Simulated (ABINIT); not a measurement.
## LiBr (Fm-3m): making up for missing bands

Aim: few bands, with and without a completion of the sum over empty states, for LiBr (Fm-3m).

Main program and level: ABINIT 10.8.3; PBE and many-body steps on it, plane waves.

Most raw output is cut from this account.

**1. The structure**

It takes space group Fm-3m (No. 225, cubic). Conventional cell: a = 5.501 Å, b = 5.501 Å, c = 5.501 Å, α = 90.00°, β = 90.00°, γ = 90.00°. Nearest to Li lie 6 Br at 2.75 Å. Nearest to Br lie 6 Li at 2.75 Å. Farther neighbours and most contacts between anions are not listed.

The cell and positions come from the Crystallography Open Database and are kept as given unless a step says otherwise.

**2. Empty states on the mesh, 6×6×6 mesh, 264 bands**

This step: ABINIT 10.8.3; DFT, PBE, plane waves, norm-conserving pseudopotentials.

The sums over transitions need many empty states on a uniform mesh; this step solves for them.

File run.abi:

```
acell 3*1.0 Angstrom
rprim 
  0.000000000000 2.750650000000 2.750650000000
  2.750650000000 0.000000000000 2.750650000000
  2.750650000000 2.750650000000 0.000000000000
ntypat 2
znucl 3 35
natom 2
typat 1 2
xred 
  0.000000000000 0.000000000000 0.000000000000
  0.500000000000 0.500000000000 0.500000000000
pp_dirpath "pseudos"
pseudos "Li.upf, Br.upf"
ecut 33
ngkpt 6 6 6
nshiftk 1
shiftk 0 0 0
kptopt 1
chksymbreak 0
irdden 1
istwfk *1
nband 264
prtvol 0
optdriver 6
gwr_task "HDIAGO"
paral_kgb 0
occopt 1
indata_prefix "in"
outdata_prefix "out"
tmpdata_prefix "tmp"
```

Started as:

```
OMP_NUM_THREADS=1 mpirun -n 8 abinit run.abi > log
```

Wall time 22 s (8 MPI ranks of Intel Xeon Platinum 8488C (Sapphire Rapids), shared host); peak memory 3.4 GiB.

This step gave:

* gap: 4.938 eV
* k of the valence top: 0, 0, 0
* k of the conduction bottom: 0, 0, 0
* least direct gap: 4.938 eV
* k points computed: 16
* lowest point of the top converged band, above the valence top: 174.8862 eV

On this mesh the gap is 4.938 eV.

The density comes from a self-consistent run that is not shown.

**3. Screening, 6×6×6 mesh, 256 bands, screening to 266.7 eV**

The RPA dielectric matrix is built and inverted for each q.

This step: RPA screening on PBE, plane waves, norm-conserving pseudopotentials.

run.abi: that of step 2 with these lines changed.

```diff
@@ -20,10 +20,11 @@
 chksymbreak 0
-irdden 1
 istwfk *1
-nband 264
-prtvol 0
-optdriver 6
-gwr_task "HDIAGO"
-paral_kgb 0
 occopt 1
+irdwfk 1
+optdriver 3
+nband 256
+ecuteps 9.8
+inclvkb 2
+awtr 1
+symchi 1
 indata_prefix "in"
```

It took 2.2 min on 8 MPI ranks; peak memory 3.4 GiB.

Numbers from this step:

```yaml
eps_infinity_with_local_fields_on_this_mesh_along_the_program_s_q_direction: 3.17
the_same_without_local_fields: 3.770
plasma_frequency: 18.20 eV
plane_waves_in_the_screening_matrix: 411
```

Local fields lower ε∞ by 16 %.

**4. 256 bands**

The self-energy is evaluated for the states that the input lists, and the levels follow from it, in one-shot runs by the linearised quasiparticle equation.

This step: G0W0 on PBE, plane waves, norm-conserving pseudopotentials.

run.abi: that of step 3 with these lines changed.

```diff
@@ -23,8 +23,15 @@
 irdwfk 1
-optdriver 3
+optdriver 4
 nband 256
+gwcalctyp 0
+ecutsigx 33
+symsigma 1
+nkptgw 1
+kptgw 
+  0.0000000000 0.0000000000 0.0000000000
+bdgw 
+  3 9
 ecuteps 9.8
-inclvkb 2
-awtr 1
-symchi 1
+irdscr 1
+ppmodel 1
 indata_prefix "in"
```

It took 25 s on 8 MPI ranks; peak memory 4 GiB.

Numbers from this step:

| Quantity | Value |
| --- | --- |
| G0W0 gap on the points computed | 7.141 eV |
| starting gap on the mesh | 4.938 eV |
| k of the valence top | 0, 0, 0 |
| k of the conduction bottom | 0, 0, 0 |
| Z at the valence top | 0.804 |
| Z at the conduction bottom | 0.84 |
| least direct G0W0 gap on the computed points | 7.141 eV |

The gap on the mesh goes from 4.94 eV to 7.14 eV, a correction of +2.20 eV.

**5. Screening, 6×6×6 mesh, 27 bands, screening to 266.7 eV**

This step: RPA screening on PBE, plane waves, norm-conserving pseudopotentials.

run.abi: that of step 4 with these lines changed.

```diff
@@ -23,15 +23,8 @@
 irdwfk 1
-optdriver 4
-nband 256
-gwcalctyp 0
-ecutsigx 33
-symsigma 1
-nkptgw 1
-kptgw 
-  0.0000000000 0.0000000000 0.0000000000
-bdgw 
-  3 9
+optdriver 3
+nband 27
 ecuteps 9.8
-irdscr 1
-ppmodel 1
+inclvkb 2
+awtr 1
+symchi 1
 indata_prefix "in"
```

Wall time 16 s (8 MPI ranks); peak memory 1.4 GiB.

Numbers from this step:

| Item | Value |
| --- | --- |
| ε∞ with local fields, on this mesh, along the program's q direction | 3.163 |
| the same without local fields | 3.763 |
| plasma frequency | 18.20 eV |
| plane waves in the screening matrix | 411 |

**6. 27 bands**

This step: G0W0 on PBE, plane waves, norm-conserving pseudopotentials.

run.abi: that of step 5 with these lines changed.

```diff
@@ -23,8 +23,15 @@
 irdwfk 1
-optdriver 3
+optdriver 4
 nband 27
+gwcalctyp 0
+ecutsigx 33
+symsigma 1
+nkptgw 1
+kptgw 
+  0.0000000000 0.0000000000 0.0000000000
+bdgw 
+  3 9
 ecuteps 9.8
-inclvkb 2
-awtr 1
-symchi 1
+irdscr 1
+ppmodel 1
 indata_prefix "in"
```

Elapsed: 5.5 s, on 8 MPI ranks; peak memory 2.3 GiB.

Numbers from this step:

- G0W0 gap on the points computed: 6.867 eV
- starting gap on the mesh: 4.938 eV
- k of the valence top: 0, 0, 0
- k of the conduction bottom: 0, 0, 0
- Z at the valence top: 0.811
- Z at the conduction bottom: 0.845
- least direct G0W0 gap on the computed points: 6.867 eV

Against G0W0 in ABINIT (6×6×6 mesh, 256 bands, screening to 266.7 eV, Godby-Needs plasmon pole), the gap moves by −0.274 eV.

**7. Screening, 6×6×6 mesh, 27 bands, screening to 266.7 eV**

This step: RPA screening on PBE, plane waves, norm-conserving pseudopotentials.

run.abi: that of step 6 with these lines changed.

```diff
@@ -23,15 +23,10 @@
 irdwfk 1
-optdriver 4
+optdriver 3
 nband 27
-gwcalctyp 0
-ecutsigx 33
-symsigma 1
-nkptgw 1
-kptgw 
-  0.0000000000 0.0000000000 0.0000000000
-bdgw 
-  3 9
 ecuteps 9.8
-irdscr 1
-ppmodel 1
+inclvkb 2
+awtr 1
+symchi 1
+gwcomp 1
+gwencomp 3
 indata_prefix "in"
```

The job ended after 87 s (8 MPI ranks; peak memory 1.6 GiB; 12 min of CPU time).

Numbers from this step:

- ε∞ with local fields, on this mesh, along the program's q direction: 3.167
- the same without local fields: 3.763
- plasma frequency: 18.20 eV
- plane waves in the screening matrix: 411

**8. 27 bands, completed**

This step: G0W0 on PBE, plane waves, norm-conserving pseudopotentials.

run.abi: that of step 7 with these lines changed.

```diff
@@ -23,8 +23,15 @@
 irdwfk 1
-optdriver 3
+optdriver 4
 nband 27
+gwcalctyp 0
+ecutsigx 33
+symsigma 1
+nkptgw 1
+kptgw 
+  0.0000000000 0.0000000000 0.0000000000
+bdgw 
+  3 9
 ecuteps 9.8
-inclvkb 2
-awtr 1
-symchi 1
+irdscr 1
+ppmodel 1
 gwcomp 1
```

The job ended after 5.7 s (8 MPI ranks; peak memory 2.3 GiB).

This step gave:

- G0W0 gap on the points computed: 7.076 eV
- starting gap on the mesh: 4.938 eV
- k of the valence top: 0, 0, 0
- k of the conduction bottom: 0, 0, 0
- least direct G0W0 gap on the computed points: 7.076 eV

Against G0W0 in ABINIT (6×6×6 mesh, 256 bands, screening to 266.7 eV, Godby-Needs plasmon pole), the gap moves by −0.065 eV.

**9. Screening, 6×6×6 mesh, 93 bands, screening to 266.7 eV**

This step: RPA screening on PBE, plane waves, norm-conserving pseudopotentials.

run.abi: that of step 8 with these lines changed.

```diff
@@ -23,17 +23,8 @@
 irdwfk 1
-optdriver 4
-nband 27
-gwcalctyp 0
-ecutsigx 33
-symsigma 1
-nkptgw 1
-kptgw 
-  0.0000000000 0.0000000000 0.0000000000
-bdgw 
-  3 9
+optdriver 3
+nband 93
 ecuteps 9.8
-irdscr 1
-ppmodel 1
-gwcomp 1
-gwencomp 3
+inclvkb 2
+awtr 1
+symchi 1
 indata_prefix "in"
```

The job ended after 49 s (8 MPI ranks; peak memory 1.9 GiB; 6.5 min of CPU time).

Numbers from this step:

```
ε∞ with local fields, on this mesh, along the program's q direction : 3.169
the same without local fields                                       : 3.769
plasma frequency                                                    : 18.20 eV
plane waves in the screening matrix                                 : 411
```

**10. 93 bands**

This step: G0W0 on PBE, plane waves, norm-conserving pseudopotentials.

run.abi: that of step 9 with these lines changed.

```diff
@@ -23,8 +23,15 @@
 irdwfk 1
-optdriver 3
+optdriver 4
 nband 93
+gwcalctyp 0
+ecutsigx 33
+symsigma 1
+nkptgw 1
+kptgw 
+  0.0000000000 0.0000000000 0.0000000000
+bdgw 
+  3 9
 ecuteps 9.8
-inclvkb 2
-awtr 1
-symchi 1
+irdscr 1
+ppmodel 1
 indata_prefix "in"
```

It took 14 s on 8 MPI ranks; peak memory 2.9 GiB.

This step gave:

```yaml
g0w0_gap_on_the_points_computed: 7.054 eV
starting_gap_on_the_mesh: 4.938 eV
k_of_the_valence_top: 0, 0, 0
k_of_the_conduction_bottom: 0, 0, 0
least_direct_g0w0_gap_on_the_computed_points: 7.054 eV
```

Against G0W0 in ABINIT (6×6×6 mesh, 256 bands, screening to 266.7 eV, Godby-Needs plasmon pole), the gap moves by −0.087 eV.

**11. Screening, 6×6×6 mesh, 93 bands, screening to 266.7 eV**

This step: RPA screening on PBE, plane waves, norm-conserving pseudopotentials.

run.abi: that of step 10 with these lines changed.

```diff
@@ -23,15 +23,10 @@
 irdwfk 1
-optdriver 4
+optdriver 3
 nband 93
-gwcalctyp 0
-ecutsigx 33
-symsigma 1
-nkptgw 1
-kptgw 
-  0.0000000000 0.0000000000 0.0000000000
-bdgw 
-  3 9
 ecuteps 9.8
-irdscr 1
-ppmodel 1
+inclvkb 2
+awtr 1
+symchi 1
+gwcomp 1
+gwencomp 3
 indata_prefix "in"
```

Wall time 1.7 min (8 MPI ranks); peak memory 2.1 GiB; 14 min of CPU time.

This step gave:

| Item | Value |
| --- | --- |
| ε∞ with local fields, on this mesh, along the program's q direction | 3.17 |
| the same without local fields | 3.769 |
| plasma frequency | 18.20 eV |
| plane waves in the screening matrix | 411 |

**12. 93 bands, completed**

This step: G0W0 on PBE, plane waves, norm-conserving pseudopotentials.

run.abi: that of step 11 with these lines changed.

```diff
@@ -23,8 +23,15 @@
 irdwfk 1
-optdriver 3
+optdriver 4
 nband 93
+gwcalctyp 0
+ecutsigx 33
+symsigma 1
+nkptgw 1
+kptgw 
+  0.0000000000 0.0000000000 0.0000000000
+bdgw 
+  3 9
 ecuteps 9.8
-inclvkb 2
-awtr 1
-symchi 1
+irdscr 1
+ppmodel 1
 gwcomp 1
```

Run time: 12 s. Hardware: 8 MPI ranks; peak memory 2.7 GiB; 94 s of CPU time.

Numbers from this step:

| Property | Result |
| --- | --- |
| G0W0 gap on the points computed | 7.138 eV |
| starting gap on the mesh | 4.938 eV |
| k of the valence top | 0, 0, 0 |
| k of the conduction bottom | 0, 0, 0 |
| least direct G0W0 gap on the computed points | 7.138 eV |

Against G0W0 in ABINIT (6×6×6 mesh, 256 bands, screening to 266.7 eV, Godby-Needs plasmon pole), the gap moves by −0.003 eV.

**13. The runs together**

Times are wall times on 8 MPI ranks of Intel Xeon Platinum 8488C (Sapphire Rapids), shared host, good to a factor of about two. A run's time includes the screening step that it read.

| run | mesh | bands | screening cutoff (eV) | DFT gap (eV) | gap on the mesh (eV) | direct (eV) | ε∞ used | time |
| --- | --- | --- | --- | --- | --- | --- | --- | --- |
| 256 bands | 6×6×6 | 256 | 266.7 | 4.938 | 7.141 | 7.141 | 3.17 | 2.6 min |
| 27 bands | 6×6×6 | 27 | 266.7 | 4.938 | 6.867 | 6.867 | 3.16 | 21 s |
| 27 bands, completed | 6×6×6 | 27 | 266.7 | 4.938 | 7.076 | 7.076 | 3.17 | 93 s |
| 93 bands | 6×6×6 | 93 | 266.7 | 4.938 | 7.054 | 7.054 | 3.17 | 63 s |
| 93 bands, completed | 6×6×6 | 93 | 266.7 | 4.938 | 7.138 | 7.138 | 3.17 | 1.9 min |

**14. Summary of results**

- 256 bands: 7.141 eV
- 27 bands: 6.867 eV
- 27 bands, completed: 7.076 eV
- 93 bands: 7.054 eV
- 93 bands, completed: 7.138 eV

**Reading.** 27 bands: −0.274 eV against 256 bands. 27 bands, completed: −0.065 eV against 256 bands. 93 bands: −0.087 eV against 256 bands. 93 bands, completed: −0.003 eV against 256 bands. The row with most bands is itself short of the limit, so it is no exact reference, and agreement of a truncated run with it can be a cancellation between the edges. In the G0W0 runs levels were corrected at 1 k point alone, so a gap called «on the mesh» is the least over those, and an edge elsewhere would be missed. The many-body steps are scalar-relativistic: spin-orbit coupling is not in them.

[Paths, hosts, dates, memory and timing lines, banners, echoed tables and standing remarks are left out of the program output.]

[Logs are printed without paths, hosts, clocks, repeated set-up lines and the standing remarks that a program may print on its own settings, such as how far it seeks lower states.]

[Runs of the session that timed out or met a known fault of the program may be left out.]

[Hosts, paths, dates, database ids (printed as entryN), source tags and the programs' standing remarks are cut or masked in the printed files.]

[G0W0 gaps are taken among the corrected bands and points alone; a level outside them can change the order at an edge.]

[Where Ansatz stands beside ABINIT at settings called matched, ABINIT's density can come from a denser mesh and the files from another edition; pairs whose starting gaps differed by over 0.03 eV were left out, so agreement reads better than it is.]
